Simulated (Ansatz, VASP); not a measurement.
## One calculation of AgCl, two programs

The input INCAR:

```
PREC = Accurate
ENCUT = 520
EDIFF = 1E-8
ISMEAR = -1
SIGMA = 0.01
LREAL = F
LASPH = T
NELM = 100
ALGO = Normal
ISIF = 2
LWAVE = F
LCHARG = F
GGA = PS
LEFG = T
NBANDS = 16
```

File KPOINTS:

```
regular mesh
0
Gamma
  9 9 9
```

POSCAR

```
AgCl
1.0
    0.0000000000      2.8275392985      2.8275392985
    2.8275392985      0.0000000000      2.8275392985
    2.8275392985      2.8275392985      0.0000000000
Ag Cl
1 1
Direct
    0.5000000000      0.5000000000      0.5000000000
    0.0000000000      0.0000000000      0.0000000000
```

Input for Ansatz:

```yaml
crystal:
  lattice:
    - [0.0, 2.8275392985, 2.8275392985]
    - [2.8275392985, 0.0, 2.8275392985]
    - [2.8275392985, 2.8275392985, 0.0]
  atoms:
    - { symbol: Ag, position: [0.5, 0.5, 0.5] }
    - { symbol: Cl, position: [0.0, 0.0, 0.0] }
kpoints:
  mp_grid: { grid: [9, 9, 9] }
scf:
  occupations: { method: fermi_dirac, width: 0.01 }
hamiltonian:
  xc: pbesol
  pseudopotentials: { kind: all_electron, datasets: crystal }
output:
  forces: true
  stress: true
  eigenvalues: true
  efg: { contact_densities: true }
```

Change from the starting cell: volume scaled by 1.06, crystal datasets.

Alike in both runs: task electric field gradients; functional PBEsol; k mesh 9 × 9 × 9; occupations fermi-dirac, width 0.01 eV; no spin polarisation.

```csv
,VASP,Ansatz
version,VASP 6.6.1,Ansatz 0.2.0
potentials or method,"VASP PAW PBE potentials, release 64 (Ag, Cl)","all-electron PAW with datasets made for the crystal, scalar-relativistic"
plane-wave cutoff (eV),520,see its input
```

|  | VASP | Ansatz | Ansatz less VASP |
| --- | --- | --- | --- |
| gap on the k mesh at the Fermi level (eV) | 0.80 | 0.80 | +0.005 |
| pressure (GPa) | -4.8 | -4.7 | +0.09 |
| Vzz of the field gradient on the site that differs most (V/Å²) | 0.0 | 0.0 | 0.00 |

Ansatz ran all-electron here, so the differences hold the error of VASP's frozen core and of both bases. Ansatz warned: «gradients_without_spin_orbit».

Caveats: the PAW data sets were made with another functional, which shifts forces and pressure a little (VASP); an odd mesh through Γ misses points on the zone boundary, where band edges often lie.
